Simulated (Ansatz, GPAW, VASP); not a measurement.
**ZnS: programs and potentials compared**

```
CELL_PARAMETERS angstrom
0.00000 2.70200 2.70200
2.70200 0.00000 2.70200
2.70200 2.70200 0.00000
ATOMIC_POSITIONS crystal
Zn 0.75000 0.75000 0.75000
S 0.00000 0.00000 0.00000
```

Alike in all runs: task single point; functional PBE; k mesh 9 × 9 × 9; occupations gaussian, width 0.012 eV; no spin polarisation; no spin-orbit coupling. Pressure is positive in compression and, in plane waves, holds the error of the finite cutoff.

```csv
program and potentials,plane-wave cutoff (eV),notes,pressure (GPa)
"GPAW, GPAW PAW data sets (gpaw-data 1.2.1)",600,-,1.62
"VASP, PBE PAW files S, Zn, 520 eV",520,-,1.81
"Ansatz, all-electron LAPW, scalar-relativistic",-,-,1.61
```

The pressure spans 1.61 (Ansatz, all-electron LAPW, scalar-relativistic) to 1.81 GPa (VASP, PBE PAW files S, Zn, 520 eV), with all-electron results at 1.61.

Differences between rows come from potentials, basis sets and numerical settings, since the functional is the same but for its coding. Runs on potential files found faulty are left out.

All three calculations put this zincblende cell under modest compression, so PBE would favour a somewhat larger volume. That is the expected behaviour: the cell lies close to the measured one, and PBE tends to underbind semiconductors of this kind. Its gradient correction favours inhomogeneous densities and so weakens the polar-covalent Zn–S bonds, overshooting the cure for the overbinding of the local density approximation. The positive pressure therefore reflects the functional rather than any real stress in ZnS. Since symmetry fixes both atoms on their tetrahedral sites, volume is the only freedom through which the cubic crystal can relieve it.

GPAW, at 1.62 GPa, practically reproduces the all-electron 1.61 GPa, whereas VASP gives 1.81 GPa. An incomplete plane-wave basis usually lowers the calculated pressure, so the higher VASP value probably stems more from the PAW data sets than from the cutoff. Agreement at this one volume doesn't establish equal compressibilities, which would require the pressure at other volumes.
